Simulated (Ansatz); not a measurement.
CaO:

```xyz
2
Lattice="0.0000 2.4036 2.4036 2.4036 0.0000 2.4036 2.4036 2.4036 0.0000" Properties=species:S:1:pos:R:3 pbc="T T T"
Ca    0.0000    0.0000    0.0000
O     2.4036    2.4036    2.4036
```

The cell is a database's computed one.

Base run:

- Program: Ansatz 0.2.0
- Functional: BLYP
- Potentials or basis: all-electron LAPW, scalar-relativistic
- Cutoff: 245 eV
- Density cutoff: 980 eV
- Basis error allowed: 0.001 eV/atom
- k mesh: 10 × 10 × 10
- Occupations: fermi-dirac, width 0.05 eV
- Spin: no spin polarisation

Its results: band gap on the k mesh 3.75 eV, indirect (least direct gap 4.12 eV); pressure 4.3 GPa.

Problem. After a change of settings the same cell gave: band gap on the k mesh 3.48 eV, indirect (least direct gap 3.86 eV); pressure -7.0 GPa. Which change was it?
A. functional from BLYP to RPBE
B. functional from BLYP to revPBE
C. functional from BLYP to LDA
D. functional from BLYP to PBE; occupations from fermi-dirac, width 0.05 eV to gaussian, width 0.05 eV

Solution. C.

LDA binds more tightly than BLYP, so the same cell stands under less pressure.

Not every run made on this cell is shown here.
